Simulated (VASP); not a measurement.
# HC60N3 (a cell with a defect) in VASP: notebook

The runs below take HC60N3 (a cell with a defect) through single point, with PBE, LDA, r2SCAN.

All numbers are computed with VASP 6.6.1; they aren't measurements. Logs are shortened: lines on timing, memory, paths and dates and some standing lists are left out, and cuts for length are marked.

## (1) The crystal as given

The cell holds a defect, 64 atoms: a = 7.140 Å, b = 7.140 Å, c = 7.140 Å, α = 90.00°, β = 90.00°, γ = 90.00°.

The cell was built by a generator and needn't be a form met in nature.

## (2) Single point, PBE

The input, INCAR:

```
  ALGO = Normal
  EDIFF = 1E-6
  ENCUT = 520
  GGA = PE
  ISIF = 2
  ISMEAR = 0
  LASPH = T
  LCHARG = F
  LREAL = F
  LWAVE = F
  NBANDS = 166
  NELM = 80
  PREC = Accurate
  SIGMA = 0.03
```

The input, KPOINTS:

```
k-points
0
Gamma
  2 2 2
```

The input, POSCAR:

```
HC60N3
1.0
    7.1400000000      0.0000000000      0.0000000000
    0.0000000000      7.1400000000      0.0000000000
    0.0000000000      0.0000000000      7.1400000000
H C N
1 60 3
Direct
    0.5447440000      0.5447440000      0.5447440000
    0.6351474600      0.6351474600      0.6351474600
    0.5014860000      0.7507060000      0.7507060000
    0.7507060000      0.5014860000      0.7507060000
    0.7507060000      0.7507060000      0.5014860000
    0.4950870000      0.2505090000      0.7494590000
    0.4950870000      0.7494590000      0.2505090000
    0.2505090000      0.4950870000      0.7494590000
    0.7494590000      0.4950870000      0.2505090000
    0.2505090000      0.7494590000      0.4950870000
    0.7494590000      0.2505090000      0.4950870000
    0.6235760000      0.3759650000      0.8734240000
    0.6235760000      0.8734240000      0.3759650000
    0.3759650000      0.6235760000      0.8734240000
    0.8734240000      0.6235760000      0.3759650000
    0.3759650000      0.8734240000      0.6235760000
    0.8734240000      0.3759650000      0.6235760000
    0.5050870000      0.2510410000      0.2510410000
    0.2510410000      0.5050870000      0.2510410000
    0.2510410000      0.2510410000      0.5050870000
    0.1273950000      0.6227350000      0.6227350000
    0.6227350000      0.1273950000      0.6227350000
    0.6227350000      0.6227350000      0.1273950000
    0.9999620000      0.4999560000      0.4999560000
    0.4999560000      0.9999620000      0.4999560000
    0.4999560000      0.4999560000      0.9999620000
    0.1278200000      0.3773090000      0.3773090000
    0.3773090000      0.1278200000      0.3773090000
    0.3773090000      0.3773090000      0.1278200000
    0.6239330000      0.8758650000      0.8758650000
    0.8758650000      0.6239330000      0.8758650000
    0.8758650000      0.8758650000      0.6239330000
    0.0011195000      0.7494200000      0.7494200000
    0.7494200000      0.0011195000      0.7494200000
    0.7494200000      0.7494200000      0.0011195000
    0.1237350000      0.3750450000      0.8761320000
    0.1237350000      0.8761320000      0.3750450000
    0.3750450000      0.1237350000      0.8761320000
    0.8761320000      0.1237350000      0.3750450000
    0.3750450000      0.8761320000      0.1237350000
    0.8761320000      0.3750450000      0.1237350000
    0.9987500000      0.2495250000      0.7493430000
    0.9987500000      0.7493430000      0.2495250000
    0.2495250000      0.9987500000      0.7493430000
    0.7493430000      0.9987500000      0.2495250000
    0.2495250000      0.7493430000      0.9987500000
    0.7493430000      0.2495250000      0.9987500000
    0.1237820000      0.1237820000      0.6246850000
    0.1237820000      0.6246850000      0.1237820000
    0.6246850000      0.1237820000      0.1237820000
    0.0017403000      0.2503660000      0.2503660000
    0.2503660000      0.0017403000      0.2503660000
    0.2503660000      0.2503660000      0.0017403000
    0.1249420000      0.8743930000      0.8743930000
    0.8743930000      0.1249420000      0.8743930000
    0.8743930000      0.8743930000      0.1249420000
    0.9999680000      0.9999680000      0.4998950000
    0.9999680000      0.4998950000      0.9999680000
    0.4998950000      0.9999680000      0.9999680000
    0.1254050000      0.1254050000      0.1254050000
    0.9997840000      0.9997840000      0.9997840000
    0.6351560000      0.3648080000      0.3648080000
    0.3648080000      0.6351560000      0.3648080000
    0.3648080000      0.3648080000      0.6351560000
```

Potentials or basis: VASP PAW PBE potentials, release 64 (H, C, N).

Started as:

```sh
cat potpaw_PBE.64/H/POTCAR potpaw_PBE.64/C/POTCAR potpaw_PBE.64/N/POTCAR > POTCAR
mpirun -np 1 vasp_std > vasp.out
```

OUTCAR:

```text
EDIFF = 1E-6
   ENCUT = 520
   GGA = PE
   ISIF = 2
   ISMEAR = 0
   LASPH = T
   LREAL = F
   NELM = 80
   PREC = Accurate

 ion  position               nearest neighbor table
   1  0.545  0.545  0.545-   2 1.12
   2  0.635  0.635  0.635-   1 1.12   3 1.51   4 1.51   5 1.51
   3  0.501  0.751  0.751-   2 1.51  30 1.54  16 1.55  14 1.55
   4  0.751  0.501  0.751-   2 1.51  31 1.54  17 1.55  12 1.55
   5  0.751  0.751  0.501-   2 1.51  32 1.54  15 1.55  13 1.55
   6  0.495  0.251  0.749-  64 1.48  38 1.54  22 1.56  12 1.56
   7  0.495  0.749  0.251-  63 1.48  40 1.54  23 1.56  13 1.56
[... 52 lines left out ...]
  60  0.125  0.125  0.125-  51 1.54  52 1.54  53 1.54  61 1.55
  61  1.000  1.000  1.000-  54 1.55  55 1.55  56 1.55  60 1.55
  62  0.635  0.365  0.365-  18 1.48  11 1.48   9 1.48
  63  0.365  0.635  0.365-  19 1.48  10 1.48   7 1.48
  64  0.365  0.365  0.635-  20 1.48   8 1.48   6 1.48

  LATTYP: Found a simple cubic cell.
 ALAT       =     7.1400000000

  Lattice vectors:

 A1 = (   7.1400000000,   0.0000000000,   0.0000000000)
 A2 = (   0.0000000000,   7.1400000000,   0.0000000000)
 A3 = (   0.0000000000,   0.0000000000,   7.1400000000)

Analysis of symmetry for initial positions (statically):
=====================================================================
 Subroutine PRICEL returns:
 Original cell was already a primitive cell.

 Routine SETGRP: Setting up the symmetry group for a
 simple cubic supercell.

 Subroutine GETGRP returns: Found  6 space group operations
 (whereof  6 operations were pure point group operations)
 out of a pool of 48 trial point group operations.

The static configuration has the point symmetry C_3v.

Analysis of symmetry for dynamics (positions and initial velocities):
=====================================================================
 Subroutine PRICEL returns:
 Original cell was already a primitive cell.

 Routine SETGRP: Setting up the symmetry group for a
 simple cubic supercell.

 Subroutine GETGRP returns: Found  6 space group operations
 (whereof  6 operations were pure point group operations)
 out of a pool of 48 trial point group operations.

The dynamic configuration has the point symmetry C_3v.

 Subroutine INISYM returns: Found  6 space group operations
 (whereof  6 operations are pure point group operations),
 and found     1 'primitive' translations

----------------------------------------------------------------------------------------

                                     Primitive cell

  volume of cell :     363.9943

  direct lattice vectors                    reciprocal lattice vectors
     7.140000000  0.000000000  0.000000000     0.140056022  0.000000000  0.000000000
     0.000000000  7.140000000  0.000000000     0.000000000  0.140056022  0.000000000
     0.000000000  0.000000000  7.140000000     0.000000000  0.000000000  0.140056022

  length of vectors
     7.140000000  7.140000000  7.140000000     0.140056022  0.140056022  0.140056022

  position of ions in fractional coordinates (direct lattice)
     0.544744000  0.544744000  0.544744000
     0.635147460  0.635147460  0.635147460
     0.501486000  0.750706000  0.750706000
     0.750706000  0.501486000  0.750706000
     0.750706000  0.750706000  0.501486000
     0.495087000  0.250509000  0.749459000
[... 56 lines left out ...]
     0.364808000  0.635156000  0.364808000
     0.364808000  0.364808000  0.635156000

  ion indices of the primitive-cell ions
   primitive index   ion index
                 1           1
                 2           2
                 3           3
                 4           4
                 5           5
                 6           6
[... 56 lines left out ...]
                63          63
                64          64

----------------------------------------------------------------------------------------

 KPOINTS: k-points

Automatic generation of k-mesh.
 Grid dimensions read from file:
 generate k-points for:    2    2    2

 Generating k-lattice:

  Cartesian coordinates                     Fractional coordinates (reciprocal lattice)
     0.070028011  0.000000000  0.000000000     0.500000000  0.000000000  0.000000000
     0.000000000  0.070028011  0.000000000     0.000000000  0.500000000  0.000000000
     0.000000000  0.000000000  0.070028011     0.000000000  0.000000000  0.500000000

  Length of vectors
     0.070028011  0.070028011  0.070028011

  Shift w.r.t. Gamma in fractional coordinates (k-lattice)
     0.000000000  0.000000000  0.000000000

 Subroutine IBZKPT returns following result:
 ===========================================

 Found      4 irreducible k-points:

 Following reciprocal coordinates:
            Coordinates               Weight
  0.000000  0.000000  0.000000      1.000000
  0.500000  0.000000  0.000000      3.000000
  0.500000  0.500000  0.000000      3.000000
  0.500000  0.500000  0.500000      1.000000
   k-points           NKPTS =      4   k-points in BZ     NKDIM =      4   number of bands    NBANDS=    166
   number of dos      NEDOS =    301   number of ions     NIONS =     64
   total plane-waves  NPLWV = 157464
   dimension x,y,z NGX =    54 NGY =   54 NGZ =   54
   dimension x,y,z NGXF=   108 NGYF=  108 NGZF=  108
   ions per type =               1  60   3
   NGX,Y,Z   is equivalent  to a cutoff of  12.57, 12.57, 12.57 a.u.
   NGXF,Y,Z  is equivalent  to a cutoff of  25.15, 25.15, 25.15 a.u.
 SYSTEM =  unknown system
   PREC   = accura    normal or accurate (medium, high low for compatibility)
   ISTART =      0    job   : 0-new  1-cont  2-samecut
   ICHARG =      2    charge: 1-file 2-atom 10-const
   ISPIN  =      1    spin polarized calculation?
   LNONCOLLINEAR =      F non collinear calculations
   LSORBIT =      F    spin-orbit coupling
   LASPH  =      T    aspherical Exc in radial PAW
   ENCUT  =  520.0 eV  38.22 Ry    6.18 a.u.  13.28 13.28 13.28*2*pi/ulx,y,z
   NELM   =     80;   NELMIN=  2; NELMDL= -5     # of ELM steps
   EDIFF  = 0.1E-05   stopping-criterion for ELM
   LREAL  =      F    real-space projection
   EDIFFG = 0.1E-04   stopping-criterion for IOM
   NSW    =      0    number of steps for IOM
   IBRION =     -1    ionic relax: 0-MD 1-quasi-New 2-CG
   NFREE  =      0    steps in history (QN), initial steepest desc. (CG)
   ISIF   =      2    stress and relaxation
   ISYM   =      2    0-nonsym 1-usesym 2-fastsym
   POTIM  = 0.5000    time-step for ionic-motion
   TEBEG  =    0.0;   TEEND  =   0.0 temperature during run
   PSTRESS=    0.0 pullay stress
   NELECT =     256.0000    total number of electrons
   NUPDOWN=      -1.0000    fix difference up-down
   EMIN   =  10.00;   EMAX   =-10.00  energy-range for DOS
   EFERMI =   0.00;   METHOD = LEGACY
   ISMEAR =     0;   SIGMA  =   0.03  broadening in eV -4-tet -1-fermi 0-gaus
   EFERMI_NEDOS =   21; number of points for ismear=-14 and -15
   IALGO  =     38    algorithm
   IMIX   =      4    mixing-type and parameters
     AMIX     =   0.40;   BMIX     =  1.00
     AMIX_MAG =   1.60;   BMIX_MAG =  1.00
  volume/ion in A,a.u.               =       5.69        38.38
  Fermi-wavevector in a.u.,A,eV,Ry     =   1.455872  2.751200 28.838420  2.119564
  Thomas-Fermi vector in A             =   2.572856
   LORBIT       =      0    0 simple, 1 ext, 2 COOP (PROOUT), +10 PAW based schemes
   GGA     = PE    functional components
   LHFCALC =     F    Hartree Fock is set to
   AEXX    =    0.0000 exact exchange contribution
   IVDW    =     0    specifies the selected vdW correction
   LEPSILON=     F    determine dielectric tensor
   LRPA    =     F    only Hartree local field effects (RPA)
 non-spin polarized calculation
 Gauss-broadening in eV      SIGMA  =   0.03
  energy-cutoff  :      520.00
  volume of cell :      363.99
 maximum number of plane-waves:      9808
 NGX is ok and might be reduce to    54
   NGX = 27   NGY = 27   NGZ = 27

 number of electron     256.0000002 magnetization

 Free energy of the ion-electron system (eV)
  ---------------------------------------------------
  ext. energy  EPLUGINS =         0.00000000
  ---------------------------------------------------
  free energy    TOTEN  =      -570.48187201 eV

  energy without entropy =     -570.48187201  energy(sigma->0) =     -570.48187201

 E-fermi :  10.0520     XC(G=0): -13.1705

 val. band max:        9.8242830018   @ k =   0.0000   0.0000   0.0000
 cond. band min:      13.5207971958   @ k =   0.5000   0.0000   0.0000
 fundamental gap:      3.6965141939
 Fermi energy:        10.0520450890

 k-point     1 :       0.0000    0.0000    0.0000
  band No.  band energies     occupation
      1     -12.2429      2.00000
      2     -10.6000      2.00000
      3     -10.6000      2.00000
      4     -10.1594      2.00000
      5      -9.7682      2.00000
      6      -9.7682      2.00000
[... 132 lines left out ...]
    139      14.3593      0.00000
    140      14.5295      0.00000

 k-point     2 :       0.5000    0.0000    0.0000
  band No.  band energies     occupation
      1     -11.8161      2.00000
      2     -11.5847      2.00000
      3     -10.4792      2.00000
      4     -10.0318      2.00000
      5      -9.5460      2.00000
      6      -9.2377      2.00000
[... 132 lines left out ...]
    139      16.0123      0.00000
    140      16.0734      0.00000

 k-point     3 :       0.5000    0.5000    0.0000
  band No.  band energies     occupation
      1     -11.4326      2.00000
      2     -11.2811      2.00000
      3     -11.1227      2.00000
      4     -10.7976      2.00000
      5      -9.8051      2.00000
      6      -9.3855      2.00000
[... 132 lines left out ...]
    139      15.8141      0.00000
    140      15.9189      0.00000

 k-point     4 :       0.5000    0.5000    0.5000
  band No.  band energies     occupation
      1     -11.1205      2.00000
      2     -11.0296      2.00000
      3     -11.0296      2.00000
      4     -10.3032      2.00000
      5     -10.2733      2.00000
      6     -10.2733      2.00000
[... 132 lines left out ...]
    139      15.4600      0.00000
    140      15.4643      0.00000
 [bands above 140 left out]

------------------------ aborting loop because EDIFF is reached ----------------------------------------

  FORCE on cell =-STRESS in cart. coord.  units (eV):
  Direction    XX          YY          ZZ          XY          YZ          ZX
  --------------------------------------------------------------------------------------
  -------------------------------------------------------------------------------------
  Total        2.3970029      2.3970029      2.3970029     -1.7858702     -1.7858702     -1.7858702
  in kB       10.5507784     10.5507784     10.5507784     -7.8607834     -7.8607834     -7.8607834
  external PRESSURE =      10.5507784 kB  Pullay stress =       0.0000000 kB

 VOLUME and BASIS-vectors are now :
 -----------------------------------------------------------------------------
  energy-cutoff  :      520.00
  volume of cell :      363.99
      direct lattice vectors                 reciprocal lattice vectors
     7.140000000  0.000000000  0.000000000     0.140056022  0.000000000  0.000000000
     0.000000000  7.140000000  0.000000000     0.000000000  0.140056022  0.000000000
     0.000000000  0.000000000  7.140000000     0.000000000  0.000000000  0.140056022

 POSITION                                       TOTAL-FORCE (eV/Angst)
 -----------------------------------------------------------------------------------
      3.88947      3.88947      3.88947         0.607286      0.607286      0.607286
      4.53495      4.53495      4.53495        -1.314170     -1.314170     -1.314170
      3.58061      5.36004      5.36004         0.085930      0.223803      0.223803
      5.36004      3.58061      5.36004         0.223803      0.085930      0.223803
      5.36004      5.36004      3.58061         0.223803      0.223803      0.085930
      3.53492      1.78863      5.35114        -0.000435      0.001760     -0.000784
[... 56 lines left out ...]
      2.60473      4.53501      2.60473         0.033556     -0.007690      0.033556
      2.60473      2.60473      4.53501         0.033556      0.033556     -0.007690
 -----------------------------------------------------------------------------------
    total drift:                                0.000135      0.000135      0.000133

  FREE ENERGIE OF THE ION-ELECTRON SYSTEM (eV)
  ---------------------------------------------------
  free  energy   TOTEN  =      -570.4818720081 eV

  energy  without entropy=     -570.4818720081  energy(sigma->0) =     -570.48187201
```

Run time: 6.3 min. Hardware: 1 thread of Intel Xeon 6975P-C (Granite Rapids), shared host; peak memory 0.47 GiB.

What came out:

```
Free energy            : -570.4819 eV
Pressure               : 1.1 GPa
Largest force          : 2.276 eV/Å
Band gap on the k mesh : 3.70 eV, indirect (least direct gap 3.76 eV)
```

Forces in eV/Å, atoms in the order of the input:
```
H    0.607  0.607  0.607
C   -1.314 -1.314 -1.314
C    0.086  0.224  0.224
C    0.224  0.086  0.224
C    0.224  0.224  0.086
C    0.000  0.002 -0.001
C    0.000 -0.001  0.002
C    0.002  0.000 -0.001
C   -0.001  0.000  0.002
C    0.002 -0.001  0.000
C   -0.001  0.002  0.000
C   -0.027  0.022 -0.022
C   -0.027 -0.022  0.022
C    0.022 -0.027 -0.022
C   -0.022 -0.027  0.022
C    0.022 -0.022 -0.027
C   -0.022  0.022 -0.027
C   -0.001 -0.003 -0.003
C   -0.003 -0.001 -0.003
C   -0.003 -0.003 -0.001
C    0.002  0.001  0.001
C    0.001  0.002  0.001
C    0.001  0.001  0.002
C    0.002 -0.003 -0.003
C   -0.003  0.002 -0.003
C   -0.003 -0.003  0.002
C    0.001 -0.001 -0.001
C   -0.001  0.001 -0.001
C   -0.001 -0.001  0.001
C   -0.078  0.105  0.105
C    0.105 -0.078  0.105
C    0.105  0.105 -0.078
C   -0.005 -0.005 -0.005
C   -0.005 -0.005 -0.005
C   -0.005 -0.005 -0.005
C   -0.002  0.003  0.001
C   -0.002  0.001  0.003
C    0.003 -0.002  0.001
C    0.001 -0.002  0.003
C    0.003  0.001 -0.002
C    0.001  0.003 -0.002
C   -0.005  0.005  0.006
C   -0.005  0.006  0.005
C    0.005 -0.005  0.006
C    0.006 -0.005  0.005
C    0.005  0.006 -0.005
C    0.006  0.005 -0.005
C    0.005  0.005 -0.013
C    0.005 -0.013  0.005
C   -0.013  0.005  0.005
C   -0.002 -0.003 -0.003
C   -0.003 -0.002 -0.003
C   -0.003 -0.003 -0.002
C   -0.003  0.000  0.000
C    0.000 -0.003  0.000
C    0.000  0.000 -0.003
C    0.016  0.016  0.023
C    0.016  0.023  0.016
C    0.023  0.016  0.016
C   -0.002 -0.002 -0.002
C    0.003  0.003  0.003
N   -0.008  0.034  0.034
N    0.034 -0.008  0.034
N    0.034  0.034 -0.008
```

Caveat: the k mesh is coarse (spacing up to 0.44 Å⁻¹), so the values aren't converged.

(Continued in part 2 of 3.)
